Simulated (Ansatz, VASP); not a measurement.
Te: VASP beside Ansatz

The input INCAR:

```
PREC = Accurate
ENCUT = 520
EDIFF = 1E-7
ISMEAR = -1
SIGMA = 0.1
LREAL = F
LASPH = T
NELM = 60
ALGO = Normal
ISIF = 2
LWAVE = F
LCHARG = F
GGA = B5
ALDAX = 1.0
AGGAX = 1.0
AGGAC = 1.0
ALDAC = 0.0
NBANDS = 9
```

File KPOINTS:

```
regular mesh
0
Gamma
  13 13 13
```

Contents of POSCAR:

```
Te
1.0
   -1.9466299378      1.9466299378      1.9466299378
    1.9466299378     -1.9466299378      1.9466299378
    1.9466299378      1.9466299378     -1.9466299378
Te
1
Direct
    0.0000000000      0.0000000000      0.0000000000
```

Input for Ansatz:

```yaml
crystal:
  lattice:
    - [-1.9466299378, 1.9466299378, 1.9466299378]
    - [1.9466299378, -1.9466299378, 1.9466299378]
    - [1.9466299378, 1.9466299378, -1.9466299378]
  atoms:
    - { symbol: Te, position: [0.0, 0.0, 0.0] }
hamiltonian:
  xc: blyp
  pseudopotentials:
    kind: paw
    azcp:
      Te: "pseudopotentials/Te.paw.azcp"
basis:
  ecutwfc: 420
  fft_grid_basis: typed
kpoints:
  mp_grid: { grid: [13, 13, 13], shift: [0, 0, 0] }
magnetization:
  spin_polarized: false
scf:
  occupations: { method: fermi_dirac, width: 0.1 }
  lower_state_search: "off"
output:
  stress: true
```

Alike in both runs: task single point; functional BLYP; k mesh 13 × 13 × 13; occupations fermi-dirac, width 0.1 eV; no spin polarisation.

|  | VASP | Ansatz |
| --- | --- | --- |
| version | VASP 6.6.1 | Ansatz 0.2.0 |
| potentials or method | VASP PAW PBE potentials, release 64 (Te) | plane waves (420 eV) with PAW, scalar-relativistic |
| plane-wave cutoff (eV) | 520 | 420 |
| valence electrons in the cell | 6 | 16 |

Ansatz gave:

```
pressure (GPa) : 3.8
```

Q: Estimate VASP's values.

A: Pressure (GPa): 3.9.

The functional is the same, so the differences come from potentials, cutoffs and numerics. The two sets of potentials don't hold the same shells in valence.

Caveats: the PAW data sets were made with another functional, which shifts forces and pressure a little (VASP). Spin-orbit coupling is left out, which matters for the levels of Te.
